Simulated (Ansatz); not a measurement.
## Property card for Hf

Method: Ansatz 0.2.0, DFT r2SCAN, scalar-relativistic, plane waves, PAW.

Cutoff 500 eV; k points 16×16×16 on the computed 1-atom cell (Γ-centred); Gaussian smearing, width 0.10 eV; no spin polarisation.

The structure is relaxed at this level of theory with its symmetry kept. This fcc form isn't the element's structure at ambient conditions.

Space group Fm-3m (No. 225). a = 4.479 Å, b = 4.479 Å, c = 4.479 Å, α = 90.00°, β = 90.00°, γ = 90.00°
```json
{"atom": "Hf", "site": "4a", "symmetry": "m-3m", "x": "0.0000", "y": "0.0000", "z": "0.0000"}
```

| Quantity | Value |
| --- | --- |
| Space group | Fm-3m (No. 225) |
| Volume per atom | 22.47 Å³ |
| Formation energy from the elements' standard states (uncorrected) | +0.086 eV/atom |
| Generalised Kohn–Sham band gap | none (metal) |
| Density of states at the Fermi level | 1.31 states/eV per cell |
| Löwdin character within 0.5 eV of the Fermi level | Hf 5d 85 %, unprojected 9 % |
| Bulk modulus | 102 GPa |
| Its pressure derivative | 2.4 |
| Bader charges (e) | Hf (1 in the cell) 0.03 |

Spin-orbit coupling is left out, which matters for the bands of heavy elements.